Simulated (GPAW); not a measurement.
# HfC (Fm-3m) in GPAW: single point with RPBE+U

Aim: the single point of HfC with RPBE+U.

Everything below comes from runs of GPAW 26.7.0. Logs are shortened: lines on timing, memory, paths and dates and some standing lists are left out, and cuts for length are marked. The log counts tension as positive stress, the text compression.

## (1) Starting point

The structure is cubic, space group Fm-3m (No. 225). The conventional cell has a = 4.650 Å, b = 4.650 Å, c = 4.650 Å, α = 90.00°, β = 90.00°, γ = 90.00°. Around Hf (site symmetry m-3m) lie 6 C at 2.33 Å. C (site symmetry m-3m) has 6 Hf at 2.33 Å as nearest neighbours.

## (2) Single point, RPBE+U

run.py reads:

```python
from ase import Atoms
from ase.dft.bandgap import bandgap
from ase.io import write
from ase.units import GPa
from gpaw import GPAW, PW

atoms = Atoms(['Hf', 'C'],
              cell=[[0.0, 2.325, 2.325],
                    [2.325, 0.0, 2.325],
                    [2.325, 2.325, 0.0]],
              scaled_positions=[[0.5, 0.5, 0.5],
                                [0.0, 0.0, 0.0]],
              pbc=True)

calc = GPAW(mode=PW(550),
            xc='RPBE',
            kpts={'size': (8, 8, 8), 'gamma': True},
            occupations={'name': 'fermi-dirac', 'width': 0.05},
            setups={'Hf': ':d,1.0'},
            nbands=18,
            maxiter=120,
            txt='gpaw.txt')
atoms.calc = calc
energy = atoms.get_potential_energy()
forces = atoms.get_forces()
stress = atoms.get_stress()
calc.write('gs.gpw')
write('result.traj', atoms)
print(f'Energy: {energy:.6f} eV')
print('Forces (eV/A):')
print(forces.round(4))
print('Stress (GPa):', (stress / GPa).round(3))
print('Fermi level:', round(calc.get_fermi_level(), 4), 'eV')
print(f'Gap: {bandgap(calc)[0]:.4f} eV, direct: {bandgap(calc, direct=True)[0]:.4f} eV')
```

Potentials or basis: the program's PAW data sets (release 1.2.1) made for this functional, pw.

Command:

```bash
$ OMP_NUM_THREADS=1 python run.py
```

gpaw.txt:

```text
__  _  _
 | _ |_)|_||  |
 |__||  | ||/\| - 26.7.0

Input parameters:
  mode=PW(ecut=550.0),
  kpts=MonkhorstPack(size=(8, 8, 8), gamma=True),
  maxiter=120,
  nbands=18,
  occupations=Occupations(name='fermi-dirac', width=0.05),
  setups={'Hf': ':d,1.0'},
  xc=XC(name='RPBE')

Diagonalizing LCAO Hamiltonian
Converting LCAO to pw mode

               Hf

       C

Atoms  # Å, Bohr magnetons
|   | symbol |        x |        y |        z |    initial magnetic moments |
|---|--------|----------|----------|----------|-----------------------------|
| 0 |     Hf | 2.325000 | 2.325000 | 2.325000 | ( 0.0000,  0.0000,  0.0000) |
| 1 |      C | 0.000000 | 0.000000 | 0.000000 | ( 0.0000,  0.0000,  0.0000) |

Unit cell  # Å
| periodic |        x |        y |        z |  lengths |    angles |
|----------|----------|----------|----------|----------|-----------|
|      yes | 0.000000 | 2.325000 | 2.325000 | 3.288047 | 60.000000 |
|      yes | 2.325000 | 0.000000 | 2.325000 | 3.288047 | 60.000000 |
|      yes | 2.325000 | 2.325000 | 0.000000 | 3.288047 | 60.000000 |

Number of symmetries: 48
Symmetry operations  # r_c * U_cc + t_c -> r_c
|    | kind |            matrix            |
|----|------|------------------------------|
|  0 |  σ   |  1, 0, 0,  1, 0,-1,  1,-1, 0 |
|  1 |  C2  |  1, 0, 0,  1,-1, 0,  1, 0,-1 |
|  2 |  E   |  1, 0, 0,  0, 1, 0,  0, 0, 1 |
|  3 |  σ   |  1, 0, 0,  0, 0, 1,  0, 1, 0 |
|  4 |  C4  |  1, 0,-1,  1, 0, 0,  1,-1, 0 |
|  5 |  S6  |  1, 0,-1,  1,-1, 0,  1, 0, 0 |
|  6 |  σ   |  1, 0,-1,  0, 1,-1,  0, 0,-1 |
|  7 |  C3  |  1, 0,-1,  0, 0,-1,  0, 1,-1 |
|  8 |  S6  |  1,-1, 0,  1, 0, 0,  1, 0,-1 |
|  9 |  C4  |  1,-1, 0,  1, 0,-1,  1, 0, 0 |
| 10 |  C3  |  1,-1, 0,  0,-1, 1,  0,-1, 0 |
| 11 |  σ   |  1,-1, 0,  0,-1, 0,  0,-1, 1 |
| 12 |  σ   |  0, 1, 0,  1, 0, 0,  0, 0, 1 |
| 13 |  C4  |  0, 1, 0,  0, 1,-1, -1, 1, 0 |
| 14 |  C3  |  0, 1, 0,  0, 0, 1,  1, 0, 0 |
| 15 |  S6  |  0, 1, 0, -1, 1, 0,  0, 1,-1 |
| 16 |  C2  |  0, 1,-1,  1, 0,-1,  0, 0,-1 |
| 17 |  σ   |  0, 1,-1,  0, 1, 0, -1, 1, 0 |
| 18 |  S4  |  0, 1,-1,  0, 0,-1,  1, 0,-1 |
| 19 |  C4  |  0, 1,-1, -1, 1, 0,  0, 1, 0 |
| 20 |  C3  |  0, 0, 1,  1, 0, 0,  0, 1, 0 |
| 21 |  σ   |  0, 0, 1,  0, 1, 0,  1, 0, 0 |
| 22 |  S6  |  0, 0, 1,  0,-1, 1, -1, 0, 1 |
| 23 |  C4  |  0, 0, 1, -1, 0, 1,  0,-1, 1 |
| 24 |  S4  |  0, 0,-1,  1, 0,-1,  0, 1,-1 |
| 25 |  C3  |  0, 0,-1,  0, 1,-1,  1, 0,-1 |
| 26 |  C2  |  0, 0,-1,  0,-1, 0, -1, 0, 0 |
| 27 |  S6  |  0, 0,-1, -1, 0, 0,  0,-1, 0 |
| 28 |  S4  |  0,-1, 1,  1,-1, 0,  0,-1, 0 |
| 29 |  C4  |  0,-1, 1,  0, 0, 1, -1, 0, 1 |
| 30 |  C2  |  0,-1, 1,  0,-1, 0,  1,-1, 0 |
| 31 |  σ   |  0,-1, 1, -1, 0, 1,  0, 0, 1 |
| 32 |  C3  |  0,-1, 0,  1,-1, 0,  0,-1, 1 |
| 33 |  S6  |  0,-1, 0,  0, 0,-1, -1, 0, 0 |
| 34 |  S4  |  0,-1, 0,  0,-1, 1,  1,-1, 0 |
| 35 |  C2  |  0,-1, 0, -1, 0, 0,  0, 0,-1 |
| 36 |  C2  | -1, 1, 0,  0, 1, 0,  0, 1,-1 |
| 37 |  S6  | -1, 1, 0,  0, 1,-1,  0, 1, 0 |
| 38 |  S4  | -1, 1, 0, -1, 0, 1, -1, 0, 0 |
| 39 |  C3  | -1, 1, 0, -1, 0, 0, -1, 0, 1 |
| 40 |  S6  | -1, 0, 1,  0, 0, 1,  0,-1, 1 |
| 41 |  C2  | -1, 0, 1,  0,-1, 1,  0, 0, 1 |
| 42 |  C3  | -1, 0, 1, -1, 1, 0, -1, 0, 0 |
| 43 |  S4  | -1, 0, 1, -1, 0, 0, -1, 1, 0 |
| 44 |  C2  | -1, 0, 0,  0, 0,-1,  0,-1, 0 |
| 45 |  i   | -1, 0, 0,  0,-1, 0,  0, 0,-1 |
| 46 |  σ   | -1, 0, 0, -1, 1, 0, -1, 0, 1 |
| 47 |  C2  | -1, 0, 0, -1, 0, 1, -1, 1, 0 |

BZ-sampling:
  Number of BZ points: 512
  Number of IBZ points: 29

  Monkhorst-Pack size: [8, 8, 8]
  Monkhorst-Pack shift: [0.0625, 0.0625, 0.0625]

K-points  # in reciprocal-cell coordinates
|     |                                coordinates |     weight |
|-----|--------------------------------------------|------------|
|   0 | (  0.00000000,   0.00000000,   0.00000000) | 0.00195312 |
|   1 | (  0.12500000,   0.12500000,   0.00000000) | 0.01171875 |
|   2 | (  0.12500000,   0.12500000,   0.12500000) | 0.01562500 |
|   3 | (  0.25000000,   0.12500000,   0.12500000) | 0.02343750 |
|   4 | (  0.25000000,   0.25000000,   0.00000000) | 0.01171875 |
|   5 | (  0.25000000,   0.25000000,   0.12500000) | 0.04687500 |
|   6 | (  0.25000000,   0.25000000,   0.25000000) | 0.01562500 |
|   7 | (  0.37500000,   0.25000000,  -0.37500000) | 0.04687500 |
|   8 | (  0.37500000,   0.25000000,   0.12500000) | 0.04687500 |
|   9 | (  0.37500000,   0.25000000,   0.25000000) | 0.04687500 |
| ... |                                            |            |
|  28 | (  0.50000000,   0.50000000,   0.50000000) | 0.00781250 |

Plane wave coefficients: 754
Cutoff: 550.0 eV

Spin-components: 1 (collinear spins)
Bands:           18
Projectors:      11
Spin-degeneracy: 2
Datatype:        complex128

Parallelization:
  kpt:    1
  domain: 1
  band:   1

Density:
  Valence electrons: 16.0
  Components: 1
  Grid points: [18 18 18]
  Charge: 0.0  # |e|

Potential:
  Grid points: [18 18 18]

species:
  Hf:
    name:    Hafnium
    Z:       72.0
    valence: 12
    core:    60
    charge:  0.0  # [|e|]
    Hubbard: {U: 1.0,  # eV
              l: 2,
              scale: True}
    compensation charges:
      type: gauss
      rc: 0.41  # [Å]
      lmax: 2
    cutoffs:
      filter: 2.36  # [Å]
      core: 4.02  # [Å]
    projectors
    | kind |    occ | energy [eV] | rcut [Å] |
    |------|--------|-------------|----------|
    |   5s |  2.000 |     -66.835 |    1.397 |
    |   6s |  2.000 |      -5.043 |    1.397 |
    |   5p |  6.000 |     -35.601 |    1.307 |
    |   6p |  0.000 |      -1.407 |    1.307 |
    |   5d |  2.000 |      -2.651 |    1.334 |
    |    d |        |      24.560 |    1.334 |

    Using partial waves for Hf as LCAO basis

  C:
    name:    Carbon
    Z:       6.0
    valence: 4
    core:    2
    charge:  0.0  # [|e|]
    compensation charges:
      type: gauss
      rc: 0.20  # [Å]
      lmax: 2
    cutoffs:
      filter: 1.14  # [Å]
      core: 1.14  # [Å]
    projectors
    | kind |    occ | energy [eV] | rcut [Å] |
    |------|--------|-------------|----------|
    |   2s |  2.000 |     -13.815 |    0.635 |
    |   2p |  2.000 |      -5.254 |    0.635 |
    |    s |        |      13.396 |    0.635 |
    |    p |        |      21.957 |    0.635 |
    |    d |        |       0.000 |    0.635 |

    Using partial waves for C as LCAO basis

Reference energy: -410928.274278  # eV

eigensolver:
  PPCG
  Converge bands: occupied
  niter=2

density mixing:
  MSR1-Mixer
  Pratt-step length: 0.05
  Maximum mixing coefficient: 0.75
  Old densities: 10
  SVD Regularization: 0.005
  Good broyden scale: 1.0
  Trust region scale: 1.0
  Backstep threshold: 4.0
  History deletion threshold: 6.0
  Fourier metric: weight=20.0, sigma=0.015

occupation numbers:
  Fermi-Dirac:
    width: 0.0500  # eV

poisson solver:
  ecut: 4400.0  # eV

xc functional:
  name: RPBE with 2 nearest neighbor stencil

convergence criteria:
- Maximum [total energy] change in last 3 cyles: 0.0005 eV / valence electron
- Maximum integral of absolute [dens]ity change: 0.0001 electrons / valence electron
- Maximum integral of absolute [eigenst]ate change: 4e-08 eV^2 / valence electron
maximum number of iterations: 120

SCF iterations
|iter     | |      energy | eigst |  dens |
|---------|-|-------------|-------|-------|
|iter:   1| |  -18.884157 | -0.37 |       |
|iter:   2| |  -18.243430 | -2.58 | -0.79 |
|iter:   3| |  -16.769990 | -1.54 | -0.85 |
|iter:   4| |  -16.793048 | -3.08 | -1.59 |
|iter:   5| |  -16.810717 | -3.12 | -1.80 |
|iter:   6| |  -16.810647 | -5.11 | -2.87 |
|iter:   7| |  -16.810654c| -6.52 | -3.45 |
|iter:   8| |  -16.810656c| -7.17 | -3.95 |
|iter:   9| |  -16.810656c| -8.61c| -5.29c|

Converged in 9 steps
Energy contributions relative to reference atoms: (reference = -410928.274278)

Energy contributions:
  Kinetic:          22.066797
  Coulomb:         -22.611229
  Zero:             -0.365017
  External:          0.000000
  Xc:              -15.900327
  Entropy:          -0.001762
  Spinorbit:         0.000000
  ----------------------------
  Free energy:     -16.811537
  Extrapolated:    -16.810656

dipole moment: (-9.242953, -9.242953, -9.242953)  # |e|*Ang

Fermi level: 11.163
Eigenvalues  # (at kpt = [0.000, 0.000, 0.000])
| band index |      eig [eV] | occ [0-2] |
|------------|---------------|-----------|
|          0 |       -50.041 |     2.000 |
|          1 |       -18.664 |     2.000 |
|          2 |       -18.664 |     2.000 |
|          3 |       -18.664 |     2.000 |
|          4 |        -1.175 |     2.000 |
|          5 |        12.230 |     0.000 |
|          6 |        12.230 |     0.000 |
|          7 |        12.230 |     0.000 |
|          8 |        12.849 |     0.000 |
|          9 |        12.849 |     0.000 |
|         10 |        12.849 |     0.000 |
|         11 |        14.683 |     0.000 |
|         12 |        14.683 |     0.000 |
|        ... |               |           |
|         17 |        35.525 |     0.000 |

No gap
No difference between direct/indirect transitions

Forces  # eV/Ang
|       x |        y |        z |
|---------|----------|----------|
| 0.00000 |  0.00000 |  0.00000 |  # Hf   0
| 0.00000 | -0.00000 | -0.00000 |  # C    1

Stress tensor  # eV/Ang^3
|         x |         y |         z |
|-----------|-----------|-----------|
| -0.058423 |  0.000000 |  0.000000 |
|  0.000000 | -0.058423 | -0.000000 |
|  0.000000 | -0.000000 | -0.058423 |

# Writing to gs.gpw (mode='')
```

It took 11 s on 1 thread of Arm Neoverse V1, shared host; peak memory 0.14 GiB.

The run converged, but some of its settings lie outside the range that counts as converged, so its numbers aren't taken as properties of the crystal.

Results:

| Quantity | Value |
| --- | --- |
| Free energy | -16.8115 eV |
| Pressure | 9.4 GPa |
| Band gap on the k mesh | none (metal or under the smearing width) |

Caveat: the cutoff is short for stress and forces, so pressures can be off by a GPa or more; U without spin polarisation on a metal has little footing; the U is typed as a test and isn't derived for this compound.
